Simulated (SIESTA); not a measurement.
## Sn under changes of volume

One of the cells (27.353 Å³/atom); the others are scaled copies at fixed shape and fractional positions:

```
Sn
1.0
    -2.02919    2.02919    1.66076
     2.02919   -2.02919    1.66076
     2.02919    2.02919   -1.66076
Sn
1
Direct
  0.00000 0.00000 0.00000
```

This isn't the form of Sn at room conditions, which is tetragonal (white tin).

| Quantity | Value |
| --- | --- |
| Program | SIESTA 5.4.2 |
| Functional | LDA |
| Potentials or basis | PseudoDojo 0.4 standard (LDA files) |
| Basis | DZP (energy shift 0.003 Ry; two zetas on semicore shells) |
| Grid cutoff | 500 Ry |
| Energy shift | 0.003 Ry |
| k mesh | 10 × 10 × 10 |
| Occupations | fermi-dirac, width 0.05 eV |
| Spin | no spin polarisation |

| volume (Å³/atom) | energy over the lowest point (meV/atom) | pressure (GPa) |
| --- | --- | --- |
| 25.712 | 1.08 | 1.0 |
| 26.259 | 0.00 | -0.2 |
| 26.806 | 2.89 | -1.3 |
| 27.353 | 9.34 | -2.3 |
| 27.901 | ? | ? |
| 28.448 | 31.46 | -4.0 |
| 28.995 | 46.41 | -4.7 |

Task: What does the run at 27.901 Å³/atom give?

Result: Energy over the lowest point 19.00 meV/atom; pressure -3.2 GPa.

Worked out: A Birch-Murnaghan fit of order 3 (a polynomial in V^(-2/3)) to the other rows has its minimum at 26.13 Å³/atom with B0 = V·E''(V) = 57 GPa and B' = 4.5 at fixed shape and positions, which overstates the stiffness. It gives 19.00 meV/atom at 27.901 Å³/atom, against the run's 19.00, and -dE/dV = -3.3 GPa, against -3.2.

Energies are extrapolated to zero smearing.

Caveats: the basis of atomic orbitals isn't converged, which shifts pressures, moduli and gaps.
